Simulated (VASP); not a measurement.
**SnO2 in VASP: how settings move the PBEsol single point**

The PBEsol single point of fluorite SnO2 is repeated with altered inputs. Which of them can be trusted? This is a trial cell built on a prototype, not taken from a measured structure, and it needn't be the compound's ground state.

The runs shown are made with VASP 6.6.1. PAW datasets, plane waves. These are computed values for a spin-unpolarised cell that may be hypothetical; none is a measurement.

## (1) The cell

The cell comes from an earlier relaxation with r2SCAN in another program. Some of the altered inputs switch spin polarisation on.

The symmetry is Fm-3m (No. 225, cubic); conventional cell a = 5.067 Å, 10.84 Å³ an atom. Sn has 8 O at 2.19 Å; O has 4 Sn at 2.19 Å.

The structure in full:

```
CELL_PARAMETERS angstrom
0.00000 2.53347 2.53347
2.53347 0.00000 2.53347
2.53347 2.53347 0.00000
ATOMIC_POSITIONS crystal
Sn 0.00000 0.00000 0.00000
O 0.25000 0.25000 0.25000
O 0.75000 0.75000 0.75000
```

## (2) Reference

INCAR reads:

```
ENCUT = 520.000000
SIGMA = 0.010000
EDIFF = 1.00e-07
GGA = PS
PREC = Accurate
IBRION = -1
ISIF = 2
ISMEAR = 0
NBANDS = 20
NELM = 120
NSW = 0
LASPH = .TRUE.
LCHARG = .FALSE.
LWAVE = .FALSE.
LREAL = .FALSE.
```

KPOINTS reads:

```
KPOINTS created by Atomic Simulation Environment
0
Gamma
8 8 8
0 0 0
```

POSCAR reads:

```
Sn O
 1.0000000000000000
     0.0000000000000000    2.5334669720086236    2.5334669720086236
     2.5334669720086236    0.0000000000000000    2.5334669720086236
     2.5334669720086236    2.5334669720086236    0.0000000000000000
 Sn  O
   1   2
Cartesian
 -0.0000000000000000  0.0000000000000000  0.0000000000000000
  1.2667334860043118  1.2667334860043118  1.2667334860043118
  3.8002004580129354  3.8002004580129354  3.8002004580129354
```

A file KPOINTS_OPT adds named points for the levels; it doesn't enter the self-consistent loop.

Potentials: the recommended PBE PAW datasets, 26 valence electrons.

Started as:

```console
> mpirun -np 1 vasp_std
```

## (3) Variant 1

INCAR reads:

```
SIGMA = 0.010000
EDIFF = 1.00e-07
GGA = PS
PREC = Accurate
IBRION = -1
ISIF = 2
ISMEAR = 0
NBANDS = 20
NSW = 0
LASPH = .TRUE.
LCHARG = .FALSE.
LWAVE = .FALSE.
LREAL = .FALSE.
ENCUT = 450
NELM = 55
```

KPOINTS reads:

```
KPOINTS created by Atomic Simulation Environment
0
Monkhorst-Pack
8 8 8
0 0 0
```

POSCAR is that of step 2.

## (4) Variant 2

Changes to INCAR since step 2:

```diff
@@ -9,3 +9,2 @@
 NBANDS = 20
-NELM = 120
 NSW = 0
@@ -15 +14,5 @@
 LREAL = .FALSE.
+IVDW = 12
+ISPIN = 2
+MAGMOM = 0.5 -0.5 0.5
+NELM = 100
```

KPOINTS is that of step 2.

POSCAR is that of step 2.

## (5) Variant 3

Changes to INCAR since step 2:

```diff
@@ -15 +15,3 @@
 LREAL = .FALSE.
+ISPIN = 2
+MAGMOM = 3 3 -3
```

KPOINTS is that of step 2.

POSCAR is that of step 2.

Before running it: what results should come out? Wanted: for each run, changed; ending; energy change; pressure; electronic steps; usable.

As calculated:

| run | changed | ending | energy change (meV/atom) | pressure (GPa) | gap on the mesh (eV; negative: overlap) | electronic steps | time | usable |
| --- | --- | --- | --- | --- | --- | --- | --- | --- |
| ref. | – | converged | 0 | 2.8 | 0.20 | 14 | 10 s | yes |
| 1 | ENCUT = 450, NELM = 55, shifted mesh | converged | -2.4 | 1.5 | 0.74 | 14 | 17 s | yes |
| 2 | IVDW = 12, ISPIN = 2, MAGMOM = 0.5 -0.5 0.5, NELM = 100 | converged | – | -0.4 | – | 16 | 22 s | yes |
| 3 | ISPIN = 2, MAGMOM = 3 3 -3 | converged | 0.0 | 2.8 | – | 15 | 20 s | yes |

Of 3 altered inputs, 3 gave usable results. Among the usable ones with comparable energies, «ENCUT = 450, NELM = 55, shifted mesh» moves the energy most, by -2.4 meV/atom.
